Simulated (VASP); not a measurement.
Crystal: Al2O3 (Corundum).

```
Al O
1.0
     2.38025    1.37424    4.33187
    -2.38025    1.37424    4.33187
     0.00000   -2.74848    4.33187
Al O
4 6
Direct
  0.85216 0.85216 0.85216
  0.64784 0.64784 0.64784
  0.14784 0.14784 0.14784
  0.35216 0.35216 0.35216
  0.05668 0.75000 0.44332
  0.75000 0.44332 0.05668
  0.44332 0.05668 0.75000
  0.94332 0.25000 0.55668
  0.25000 0.55668 0.94332
  0.55668 0.94332 0.25000
```

```yaml
Program: VASP 6.6.1
Task: relaxation of cell and atoms
Functional: PW91
Potentials_or_basis: VASP PAW PBE potentials, release 64 (Al, O)
Cutoff: 600 eV
k_mesh: 7 × 7 × 7
Occupations: fermi-dirac, width 0.05 eV
Spin: no spin polarisation
```

At the start: pressure 6.4 GPa; volume 8.50 Å³/atom.

Q: Where does the relaxation end?

A: Over 5 steps the energy falls by 4.5 meV/atom and the volume is 8.72 Å³/atom (+2.6 %); space group R-3c (No. 167, to 0.05 Å).

The path:
| step | energy change (eV) | largest force (eV/Å) | pressure (GPa) | volume (Å³) |
| --- | --- | --- | --- | --- |
| 1 | 0.0000 | 0.0328 | 6.40 | 85.02 |
| 2 | -0.0124 | 0.0445 | -5.03 | 89.26 |
| 3 | -0.0443 | 0.0381 | -0.06 | 87.28 |
| 4 | -0.0443 | 0.0378 | 0.08 | 87.23 |
| 5 | -0.0445 | 0.0051 | 0.10 | 87.24 |

Final structure:
```xyz
10
Lattice="2.4010 1.3862 4.3686 -2.4010 1.3862 4.3686 0.0000 -2.7725 4.3686" Properties=species:S:1:pos:R:3 pbc="T T T"
Al    0.0000    0.0000   11.1685
Al    0.0000    0.0000    8.4903
Al    0.0000    0.0000    1.9374
Al    0.0000    0.0000    4.6155
O    -1.6659   -0.1130    5.4608
O     0.7351    1.4992    5.4608
O     0.9308   -1.3862    5.4608
O     1.6659    0.1130    7.6451
O    -0.7351   -1.4992    7.6451
O    -0.9308    1.3862    7.6451
```

Caveat: the PAW data sets were made with another functional, which shifts forces and pressure a little.
